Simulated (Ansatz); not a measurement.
Here is an unrelaxed guess for Cu.

```
CELL_PARAMETERS angstrom
0.00000 3.37404 3.37404
3.37404 0.00000 3.37404
3.37404 3.37404 0.00000
ATOMIC_POSITIONS crystal
Cu 0.62500 0.62500 0.62500
Cu 0.62500 0.62500 0.12500
Cu 0.62500 0.12500 0.62500
Cu 0.12500 0.62500 0.62500
Cu 0.00000 0.00000 0.00000
Cu 0.25000 0.25000 0.25000
```

Level of theory: DFT PBE, scalar-relativistic, plane waves, PAW in Ansatz. Cutoff 420 eV; k points 4×4×4 on the computed 6-atom cell (Γ-centred); Gaussian smearing, width 0.10 eV; no spin polarisation.

Energies count from the standard state of Cu at the same level.

**Question.** What does a single point on this coarse mesh give?

**Answer.** The pressure is -1.3 GPa (it wants to contract), the largest force is 0.00 eV/Å (symmetry fixes the atoms), and the energy is +0.17 eV/atom against the standard state. The shortest distance is 2.39 Å.

**Question.** How much does it gain on relaxing, and where does it end?

**Answer.** Relaxing gains under 0.1 eV/atom (the start's value is from the coarse mesh, so the gain is rough) in 8 ionic steps and ends at +0.16 eV/atom on the finer mesh. The symmetry stays Fd-3m (No. 227). The volume per atom shrinks by 0.8 %, from 12.8 to 12.7 Å³. The shortest distance goes from 2.39 Å (Cu–Cu) to 2.38 Å (Cu–Cu). Conventional cell: a = 6.730 Å. Around Cu on a site of symmetry -3m lie 6 Cu at 2.38 Å and 6 Cu at 2.79 Å; around Cu on a site of symmetry -43m lie 16 Cu at 2.79–2.91 Å.

The last run used a 10×10×10 mesh for its 6-atom cell and Gaussian smearing of 0.10 eV. The relaxation can't lower the symmetry of the start. Symmetry constrained the relaxation, so the result can be a saddle point.
